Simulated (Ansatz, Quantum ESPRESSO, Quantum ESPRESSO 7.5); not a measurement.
# 2H-WS2, 1 layer in an electric field

Wanted: polarisability and gap of 2H-WS2, 1 layer against a perpendicular field.

Program: Quantum ESPRESSO 7.5. Level of theory: plane-wave DFT, PBE, PseudoDojo norm-conserving pseudopotentials (geometry and cross-check by Ansatz 0.2.0 with PAW datasets; geometry under PBE). Results are calculated unless marked as measured.

Report form: the programs' logs are mostly left out.

### 1. Starting point

The cell holds 3 atoms: 2 S and 1 W. Cell: a = 3.180 Å, b = 3.180 Å, c = 20.476 Å, α = 90.0°, β = 90.0°, γ = 120.0°. It derives from WS2. Vacuum lies along c.

### 2. Relaxation with Ansatz

The geometry comes first, from a plane-wave PAW code, so that the later runs on this slab share one structure.

input.yaml

```yaml
crystal:
  lattice:
    - [3.18, 0.0, 0.0]
    - [-1.59, 2.753960784, 0.0]
    - [0.0, 0.0, 20.4756202324]
  atoms:
    - { symbol: S, position: [0.3333333333, 0.6666666667, 0.41512784] }
    - { symbol: W, position: [0.0, 0.0, 0.5] }
    - { symbol: S, position: [0.3333333333, 0.6666666667, 0.58487216] }
kpoints:
  mp_grid: { grid: [12, 12, 1] }
hamiltonian:
  xc: pbe
scf:
  occupations: { method: fermi_dirac, width: 0.05 }
  convergence: { dr2_threshold: 1.0e-08 }
efield:
  axis: 3
  dipole_correction: true
  ramp_position: 0.97
  ramp_width: 0.04
relax:
  f_tol: 0.01
  cell: { fix: [c, alpha, beta] }
output:
  write_potential: true
  write_density: true
  volumetric_format: npy
```

Command:

```
ansatz run input.yaml --threads 4 --pin off --max-ram 8192MiB --backend cpu --events-out ev --progress --plain --runs-dir out
```

The job ended after 6.2 s (4 threads of Arm Neoverse V2, shared host; peak memory 0.45 GiB; 23 s of CPU time).

Step by step:

| step | energy less that of the first step (eV) | largest force component (eV/Å) | pressure (GPa) | volume (Å³) |
| --- | --- | --- | --- | --- |
| 1 | 0.0000 | 2.5752 | -4.16 | 179.32 |
| 2 | -0.4361 | 0.6280 | 1.14 | 179.32 |
| 3 | -0.4544 | 0.1445 | -0.30 | 180.57 |
| 4 | -0.4557 | 0.0074 | -0.01 | 180.12 |
| 5* | -0.4557 | 0.0074 | -0.01 | 180.12 |

Relaxation steps marked * repeat the geometry before them on a plane-wave basis chosen anew for their cell, so energy and pressure can jump there.

Forces are held to the 6 operations that the run works with; a distortion that breaks them can't arise in this run.

| cell as run | before | after | change |
| --- | --- | --- | --- |
| a (Å) | 3.180 | 3.187 | +0.2 % |
| b (Å) | 3.180 | 3.187 | +0.2 % |

The atoms that moved most (Å, along periodic axes as changes of fractional coordinates times the final cell, across vacuum about the mean position):

| atom | dx | dy | dz | length |
| --- | --- | --- | --- | --- |
| S1 | 0.000 | 0.000 | 0.166 | 0.166 |
| S3 | 0.000 | 0.000 | -0.166 | 0.166 |

Final coordinates:

```xyz
3
Lattice="3.1871 0.0000 0.0000 -1.5935 2.7601 0.0000 0.0000 0.0000 20.4756" Properties=species:S:1:pos:R:3
S     0.0000    1.8401    8.6661
W     0.0000    0.0000   10.2378
S     0.0000    1.8401   11.8095
```

Numbers from this step:

```
free energy                                                      : -12191.4370 eV
Fermi energy                                                     : 0.1691 eV
gap by band count                                                : 1.812 eV
symmetry operations                                              : 6
dipole along the normal                                          : 3.40e-5 e·Å
vacuum level at the upper face over a Fermi level inside the gap : 4.800 eV
vacuum level at the lower face over a Fermi level inside the gap : 4.801 eV
```

### 3. Self-consistent run: no field

The zero-field run is the reference. tefield and dipfield are on already, so that all runs share k-points and boundary.

Level of this step: plane-wave DFT, PBE, PseudoDojo norm-conserving pseudopotentials (Quantum ESPRESSO 7.5).

f0.in

```
&control
  prefix = 'f0'
  outdir = './out'
  pseudo_dir = './pseudo'
  calculation = 'scf'
  tprnfor = .true.
  tefield = .true.
  dipfield = .true.
/
&system
  ibrav = 0
  nat = 3
  ntyp = 2
  ecutwfc = 62
  ecutrho = 248
  occupations = 'smearing'
  smearing = 'fd'
  degauss = 0.004
  edir = 3
  emaxpos = 0.97
  eopreg = 0.04
  eamp = 0.0
/
&electrons
  conv_thr = 1e-09
  mixing_beta = 0.4
  electron_maxstep = 120
  mixing_mode = 'plain'
/
ATOMIC_SPECIES
  S   32.0600  S.dojo-sr-pbe-0.4.1-standard.upf
  W   183.8400  W.dojo-sr-pbe-0.4.1-standard.upf
CELL_PARAMETERS angstrom
  3.18709463626029 0.00000000000000 0.00000000000000
  -1.59354731813014 2.76010491926653 0.00000000000000
  0.00000000000000 0.00000000000000 20.47562023240000
ATOMIC_POSITIONS crystal
  S   0.333333333333 0.666666666667 0.423242350828
  W   -0.000000000000 -0.000000000000 0.499999994263
  S   0.333333333333 0.666666666667 0.576757654909
K_POINTS automatic
  12 12 1 0 0 0
```

Command:

```
OMP_NUM_THREADS=1 mpirun -n 4 pw.x -nk 4 -in f0.in > f0.out
```

Run time: 51 s. Hardware: 4 MPI ranks; peak memory 0.58 GiB; 3.4 min of CPU time.

Numbers from this step:

| Property | Result |
| --- | --- |
| free energy | -2667.1884 eV |
| Fermi energy | 0.1781 eV |
| dipole along the normal | 0 e·Å |
| valence top, on the run's zero | -0.7421 eV |
| conduction bottom, on the run's zero | 1.069 eV |
| gap by band count | 1.811 eV |

The run needed 12 iterations to bring the estimated error under 1e-09 Ry.

### 4. Electrostatic potential

The vacuum level is read from the electrostatic potential (plot_num = 11), averaged over planes.

f0.pot.in

```
&inputpp
  prefix = 'f0'
  outdir = './out'
  filplot = 'f0.pot.dat'
  plot_num = 11
/
```

Command:

```
OMP_NUM_THREADS=1 mpirun -n 4 pp.x -in f0.pot.in > f0.pot.out
```

Run time: 0.74 s. Hardware: 4 MPI ranks; peak memory 0.09 GiB; 2.6 s of CPU time.

This step gave:

```
slope of the potential above                                          : 1.84e-5 eV/Å
upper vacuum line continued to the top atoms, over the valence top    : 5.710 eV
slope of the potential below                                          : -1.46e-5 eV/Å
lower vacuum line continued to the bottom atoms, over the valence top : 5.710 eV
vacuum level at the upper face over the valence top of the mesh       : 5.710 eV
vacuum level at the lower face over the valence top of the mesh       : 5.710 eV
```

The vacuum is flat to 0.1 meV/Å, so its level is well defined. Inside the slab the curve depends on the local part of the pseudopotentials; only the vacuum level has a meaning of its own.

### 5. Bands along a path: no field

A bands run reads the converged density and follows the path given under K_POINTS.

f0.bands.in is the input of step 3 with these lines changed:

```diff
@@ -1,7 +1,6 @@
 &control
-  prefix = 'f0'
+  prefix = 'f0.bands'
   outdir = './out'
   pseudo_dir = './pseudo'
-  calculation = 'scf'
-  tprnfor = .true.
+  calculation = 'bands'
   tefield = .true.
@@ -22,8 +21,9 @@
   eamp = 0.0
+  nbnd = 19
 /
 &electrons
-  conv_thr = 1e-09
+  conv_thr = 1e-07
   mixing_beta = 0.4
   electron_maxstep = 120
-  mixing_mode = 'plain'
+  mixing_mode = 'local-TF'
 /
@@ -40,3 +40,7 @@
   S   0.333333333333 0.666666666667 0.576757654909
-K_POINTS automatic
-  12 12 1 0 0 0
+K_POINTS crystal_b
+4
+  0.0000000000 0.0000000000 0.0000000000 14
+  0.5000000000 0.0000000000 0.0000000000 14
+  0.3333333333 0.3333333333 0.0000000000 14
+  0.0000000000 0.0000000000 0.0000000000 1
```

Command:

```
cp -r out/f0.save out/f0.bands.save
cp out/f0.xml out/f0.bands.xml
OMP_NUM_THREADS=1 mpirun -n 4 pw.x -nk 4 -in f0.bands.in > f0.bands.out
```

The job ended after 22 s (4 MPI ranks; peak memory 0.34 GiB).

Band numbers count within the set of bands kept for display. Electronic bands along the path, in eV, zero at the highest filled level of the SCF mesh; v1 is the highest filled band, c1 the lowest empty one:

| point | v4 | v3 | v2 | v1 | c1 | c2 | c3 | c4 |
| --- | --- | --- | --- | --- | --- | --- | --- | --- |
| Γ | -2.10 | -1.61 | -1.61 | -0.04 | 2.87 | 2.87 | 3.02 | 3.02 |
| halfway | -2.67 | -2.01 | -1.65 | -0.85 | 2.31 | 2.53 | 3.14 | 4.07 |
| M | -3.39 | -2.12 | -1.27 | -0.92 | 2.83 | 3.28 | 4.02 | 4.69 |
| halfway | -3.42 | -2.79 | -2.14 | -0.43 | 2.52 | 3.54 | 3.81 | 4.75 |
| K | -3.88 | -3.23 | -2.37 | 0.00 | 1.81 | 3.33 | 4.01 | 5.49 |
| halfway | -3.42 | -2.27 | -1.37 | -0.85 | 2.02 | 2.78 | 2.97 | 4.52 |
| Γ | -2.10 | -1.61 | -1.61 | -0.04 | 2.87 | 2.87 | 3.02 | 3.02 |

Along this path the valence top lies at K and the conduction bottom at K. The valence levels at K and Γ lie only 0.04 eV apart, so strain, functional or spin-orbit coupling can change their order; in real monolayers of this family spin-orbit coupling lifts K.

### 6. Ground state: field 0.1 V/Å

eamp is the field in Hartree atomic units (1 a.u. = 51.42 V/Å). With dipfield on, it is the field in the vacuum beside an isolated sheet. The run starts from the density of the one before.

f1.in is the input of step 3 with these lines changed:

```diff
@@ -1,3 +1,3 @@
 &control
-  prefix = 'f0'
+  prefix = 'f1'
   outdir = './out'
@@ -21,3 +21,3 @@
   eopreg = 0.04
-  eamp = 0.0
+  eamp = 0.00194469
 /
@@ -28,2 +28,3 @@
   mixing_mode = 'plain'
+  startingpot = 'file'
 /
```

Command:

```
cp -r out/f0.save out/f1.save
OMP_NUM_THREADS=1 mpirun -n 4 pw.x -nk 4 -in f1.in > f1.out
```

The job ended after 46 s (4 MPI ranks; peak memory 0.58 GiB; 3.1 min of CPU time).

This step gave:

- free energy: -2667.1896 eV
- Fermi energy: 0.1931 eV
- dipole along the normal: 0.02473 e·Å
- valence top, on the run's zero: -0.7271 eV
- conduction bottom, on the run's zero: 1.084 eV

The dipole goes from -0.0000 to 0.0247 e Å, 0.2473 e Å per V/Å.

### 7. Potential by pp.x

f1.pot.in

```
&inputpp
  prefix = 'f1'
  outdir = './out'
  filplot = 'f1.pot.dat'
  plot_num = 11
/
```

Command:

```
OMP_NUM_THREADS=1 mpirun -n 4 pp.x -in f1.pot.in > f1.pot.out
```

Run time: 0.74 s. Hardware: 4 MPI ranks; peak memory 0.1 GiB; 2.6 s of CPU time.

Read from the output:

```
slope of the potential above                                          : 0.1000 eV/Å
upper vacuum line continued to the top atoms, over the valence top    : 5.613 eV
slope of the potential below                                          : 0.09998 eV/Å
lower vacuum line continued to the bottom atoms, over the valence top : 5.808 eV
```

The slope in the vacuum is 0.100 eV/Å for an applied 0.10 V/Å, as it should be.

### 8. Ground state: field 0.2 V/Å

f2.in is the input of step 6 with these lines changed:

```diff
@@ -1,3 +1,3 @@
 &control
-  prefix = 'f1'
+  prefix = 'f2'
   outdir = './out'
@@ -21,3 +21,3 @@
   eopreg = 0.04
-  eamp = 0.00194469
+  eamp = 0.00388938
 /
```

Command:

```
cp -r out/f0.save out/f2.save
OMP_NUM_THREADS=1 mpirun -n 4 pw.x -nk 4 -in f2.in > f2.out
```

Wall time 50 s (4 MPI ranks); peak memory 0.58 GiB.

Numbers from this step:

```
free energy                          : -2667.1933 eV
Fermi energy                         : 0.2072 eV
dipole along the normal              : 0.04947 e·Å
valence top, on the run's zero       : -0.7130 eV
conduction bottom, on the run's zero : 1.098 eV
```

The dipole goes from -0.0000 to 0.0495 e Å, 0.2473 e Å per V/Å.

### 9. Electrostatic potential

f2.pot.in

```
&inputpp
  prefix = 'f2'
  outdir = './out'
  filplot = 'f2.pot.dat'
  plot_num = 11
/
```

Command:

```
OMP_NUM_THREADS=1 mpirun -n 4 pp.x -in f2.pot.in > f2.pot.out
```

Wall time 0.74 s (4 MPI ranks); peak memory 0.11 GiB.

Read from the output:

```
slope of the potential above                                          : 0.2000 eV/Å
upper vacuum line continued to the top atoms, over the valence top    : 5.518 eV
slope of the potential below                                          : 0.2000 eV/Å
lower vacuum line continued to the bottom atoms, over the valence top : 5.906 eV
```

The slope in the vacuum is 0.200 eV/Å for an applied 0.20 V/Å, as it should be.

### 10. Band structure: field 0.2 V/Å

f2.bands.in is the input of step 5 with these lines changed:

```diff
@@ -1,3 +1,3 @@
 &control
-  prefix = 'f0.bands'
+  prefix = 'f2.bands'
   outdir = './out'
@@ -20,3 +20,3 @@
   eopreg = 0.04
-  eamp = 0.0
+  eamp = 0.00388938
   nbnd = 19
```

Command:

```
cp -r out/f2.save out/f2.bands.save
cp out/f2.xml out/f2.bands.xml
OMP_NUM_THREADS=1 mpirun -n 4 pw.x -nk 4 -in f2.bands.in > f2.bands.out
```

Elapsed: 22 s, on 4 MPI ranks; peak memory 0.34 GiB.

Band numbers count within the set of bands kept for display. Electronic bands along the path, in eV, zero at the highest filled level of the SCF mesh; v1 is the highest filled band, c1 the lowest empty one:

| point | v4 | v3 | v2 | v1 | c1 | c2 | c3 | c4 |
| --- | --- | --- | --- | --- | --- | --- | --- | --- |
| Γ | -2.10 | -1.61 | -1.61 | -0.04 | 2.87 | 2.87 | 3.02 | 3.02 |
| halfway | -2.67 | -2.00 | -1.65 | -0.85 | 2.31 | 2.53 | 3.14 | 4.07 |
| M | -3.39 | -2.12 | -1.27 | -0.92 | 2.83 | 3.28 | 4.02 | 4.69 |
| halfway | -3.42 | -2.79 | -2.14 | -0.43 | 2.52 | 3.54 | 3.81 | 4.75 |
| K | -3.88 | -3.23 | -2.37 | 0.00 | 1.81 | 3.33 | 4.01 | 5.49 |
| halfway | -3.42 | -2.27 | -1.37 | -0.85 | 2.02 | 2.78 | 2.97 | 4.52 |
| Γ | -2.10 | -1.61 | -1.61 | -0.04 | 2.87 | 2.87 | 3.02 | 3.02 |

Upper empty bands that drop with the field can be states of the vacuum, held by the sawtooth; they depend on the cell's width.

Along this path the valence top lies at K and the conduction bottom at K. The valence levels at K and Γ lie only 0.04 eV apart, so strain, functional or spin-orbit coupling can change their order; in real monolayers of this family spin-orbit coupling lifts K.

### 11. SCF with pw.x: field 0.4 V/Å

f3.in is the input of step 8 with these lines changed:

```diff
@@ -1,3 +1,3 @@
 &control
-  prefix = 'f2'
+  prefix = 'f3'
   outdir = './out'
@@ -21,3 +21,3 @@
   eopreg = 0.04
-  eamp = 0.00388938
+  eamp = 0.00777876
 /
```

Command:

```
cp -r out/f0.save out/f3.save
OMP_NUM_THREADS=1 mpirun -n 4 pw.x -nk 4 -in f3.in > f3.out
```

Wall time 49 s (4 MPI ranks); peak memory 0.58 GiB; 3.3 min of CPU time.

Read from the output:

```
free energy                          : -2667.2082 eV
Fermi energy                         : 0.233 eV
dipole along the normal              : 0.09914 e·Å
valence top, on the run's zero       : -0.6871 eV
conduction bottom, on the run's zero : 1.124 eV
```

The dipole goes from -0.0000 to 0.0991 e Å, 0.2479 e Å per V/Å.

### 12. Electrostatic potential

f3.pot.in

```
&inputpp
  prefix = 'f3'
  outdir = './out'
  filplot = 'f3.pot.dat'
  plot_num = 11
/
```

Command:

```
OMP_NUM_THREADS=1 mpirun -n 4 pp.x -in f3.pot.in > f3.pot.out
```

It took 0.74 s on 4 MPI ranks; peak memory 0.11 GiB.

Numbers from this step:

| Property | Result |
| --- | --- |
| slope of the potential above | 0.4000 eV/Å |
| upper vacuum line continued to the top atoms, over the valence top | 5.328 eV |
| slope of the potential below | 0.4000 eV/Å |
| lower vacuum line continued to the bottom atoms, over the valence top | 6.110 eV |

The slope in the vacuum is 0.400 eV/Å for an applied 0.40 V/Å, as it should be.

Each curve counts from the valence top of its own run.

The potential energy (potential at 0 V/Å) oscillates, so the rows of the table below give means over windows of 1 Å about each position, cut where the curve ends. Its maxima inside the range that stand out by 2 % of the span (Å: eV): 9.3: -6.23, 11.2: -6.23. Its minima: 8.7: -13.5, 10.2: -36.4, 11.8: -13.5.

The runs together. Table of potential energy by z; means over each step:

| z (Å) | potential at 0 V/Å (eV) | potential at 0.1 V/Å (eV) | potential at 0.2 V/Å (eV) | potential at 0.4 V/Å (eV) |
| --- | --- | --- | --- | --- |
| 0 | 5.71 | 5.04 | 4.38 | 3.06 |
| 1 | 5.71 | 5.04 | 4.37 | 3.04 |
| 2 | 5.71 | 5.14 | 4.57 | 3.44 |
| 3 | 5.71 | 5.24 | 4.77 | 3.84 |
| 4 | 5.71 | 5.34 | 4.97 | 4.24 |
| 5 | 5.71 | 5.44 | 5.17 | 4.64 |
| 6 | 5.69 | 5.52 | 5.35 | 5.02 |
| 7 | 5.31 | 5.24 | 5.16 | 5.00 |
| 8 | -1.80 | -1.82 | -1.85 | -1.89 |
| 9 | -9.96 | -9.96 | -9.97 | -9.98 |
| 10 | -24.9 | -24.9 | -24.9 | -24.9 |
| 11 | -11.6 | -11.6 | -11.6 | -11.6 |
| 12 | -9.08 | -9.07 | -9.05 | -9.03 |
| 13 | 3.95 | 4.00 | 4.04 | 4.13 |
| 14 | 5.63 | 5.76 | 5.89 | 6.14 |
| 15 | 5.71 | 5.93 | 6.15 | 6.60 |
| 16 | 5.71 | 6.03 | 6.36 | 7.00 |
| 17 | 5.71 | 6.13 | 6.56 | 7.40 |
| 18 | 5.71 | 6.23 | 6.76 | 7.80 |
| 19 | 5.71 | 6.33 | 6.96 | 8.20 |
| 20 | 5.71 | 6.14 | 6.58 | 7.45 |

### 13. Band structure: field 0.4 V/Å

f3.bands.in is the input of step 10 with these lines changed:

```diff
@@ -1,3 +1,3 @@
 &control
-  prefix = 'f2.bands'
+  prefix = 'f3.bands'
   outdir = './out'
@@ -20,3 +20,3 @@
   eopreg = 0.04
-  eamp = 0.00388938
+  eamp = 0.00777876
   nbnd = 19
```

Command:

```
cp -r out/f3.save out/f3.bands.save
cp out/f3.xml out/f3.bands.xml
OMP_NUM_THREADS=1 mpirun -n 4 pw.x -nk 4 -in f3.bands.in > f3.bands.out
```

Elapsed: 22 s, on 4 MPI ranks; peak memory 0.34 GiB.

Read from the output:

```
valence top, on the run's zero : -0.6874 eV
```

Band numbers count within the set of bands kept for display. The electronic bands at the labelled points (eV, zero at the highest filled level of the SCF mesh; v1 is the highest filled band, c1 the lowest empty one):

| point | v4 | v3 | v2 | v1 | c1 | c2 | c3 | c4 |
| --- | --- | --- | --- | --- | --- | --- | --- | --- |
| Γ | -2.11 | -1.61 | -1.61 | -0.04 | 2.87 | 2.87 | 3.02 | 3.02 |
| halfway | -2.67 | -2.00 | -1.65 | -0.85 | 2.30 | 2.53 | 3.14 | 4.07 |
| M | -3.39 | -2.13 | -1.27 | -0.92 | 2.83 | 3.28 | 4.02 | 4.69 |
| halfway | -3.42 | -2.79 | -2.14 | -0.43 | 2.52 | 3.54 | 3.81 | 4.75 |
| K | -3.88 | -3.23 | -2.37 | 0.00 | 1.81 | 3.33 | 4.01 | 5.49 |
| halfway | -3.42 | -2.27 | -1.37 | -0.85 | 2.02 | 2.78 | 2.97 | 4.51 |
| Γ | -2.11 | -1.61 | -1.61 | -0.04 | 2.87 | 2.87 | 3.02 | 3.02 |

Upper empty bands that drop with the field can be states of the vacuum, held by the sawtooth; they depend on the cell's width.

Along this path the valence top lies at K and the conduction bottom at K. The valence levels at K and Γ lie only 0.04 eV apart, so strain, functional or spin-orbit coupling can change their order; in real monolayers of this family spin-orbit coupling lifts K.

### 14. Valence density

plot_num = 0 writes the valence density.

f0.rho.in

```
&inputpp
  prefix = 'f0'
  outdir = './out'
  filplot = 'f0.rho.dat'
  plot_num = 0
/
```

Command:

```
OMP_NUM_THREADS=1 mpirun -n 4 pp.x -in f0.rho.in > f0.rho.out
```

Elapsed: 0.73 s, on 4 MPI ranks; peak memory 0.11 GiB; 2.6 s of CPU time.

This step gave:

```
electrons by integration : 26.00 e
```

Mean over planes. Valence density, planar mean against z:

z (Å), valence density, planar mean (e/Å³) and a bar:
```
      5.0       0.00 
      5.5       0.00 
      6.0       0.00 
      6.5       0.00 
      7.0       0.01 
      7.5       0.07 ##
      8.0       0.27 #######
      8.5       0.41 ###########
      9.0       0.50 #############
      9.5       0.57 ###############
     10.0       1.14 ##############################
     10.5       1.13 ##############################
     11.0       0.55 ###############
     11.5       0.50 #############
     12.0       0.41 ###########
     12.5       0.26 #######
     13.0       0.07 ##
     13.5       0.01 
     14.0       0.00 
     14.5       0.00 
     15.0       0.00 
     15.5       0.00
```

Valence density in the ca plane at fractional y = 0.667, with atoms of S within 0.2 Å of it. It is the smooth field of the valence electrons, not physical close to the nuclei.

Ten even steps from '0' (0.0 e/Å³) to '9' (1.1 e/Å³), each cell a mean:
```
00000000000000000001122465322100000000000000
00000000000000000001122465321100000000000000
00000000000000000013443343344421000000000000
00000000000000000258996323589863000000000000
00000000000000001397487323695595100000000000
00000000000000001397387323694595100000000000
00000000000000000259996323589973100000000000
00000000000000000024554333345421000000000000
```
Columns run along c (16.0 Å, from fractional 0.07 to 0.85 of the cell), rows up along a (3.2 Å). Atoms in or near the plane, at fractional coordinates: S at (0.42, 0.33), S at (0.58, 0.33).

The density integrates to 26.000 electrons, as the 26 of the input ask.

### 15. Density by pp.x

f2.rho.in

```
&inputpp
  prefix = 'f2'
  outdir = './out'
  filplot = 'f2.rho.dat'
  plot_num = 0
/
```

Command:

```
OMP_NUM_THREADS=1 mpirun -n 4 pp.x -in f2.rho.in > f2.rho.out
```

Elapsed: 0.73 s, on 4 MPI ranks; peak memory 0.11 GiB; 2.6 s of CPU time.

[end of part 1 of 2]

[Logs are printed without paths, hosts, clocks, repeated set-up lines and the standing remarks that a program may print on its own settings, such as how far it seeks lower states.]

[Hosts, paths, dates, database ids (printed as entryN), source tags and the programs' standing remarks are cut or masked in the printed files.]

[Maps of the electrostatic potential energy from Ansatz leave out the sawtooth potential of an applied field or a dipole correction, so their vacuum need not be flat; planar profiles and work functions include it.]
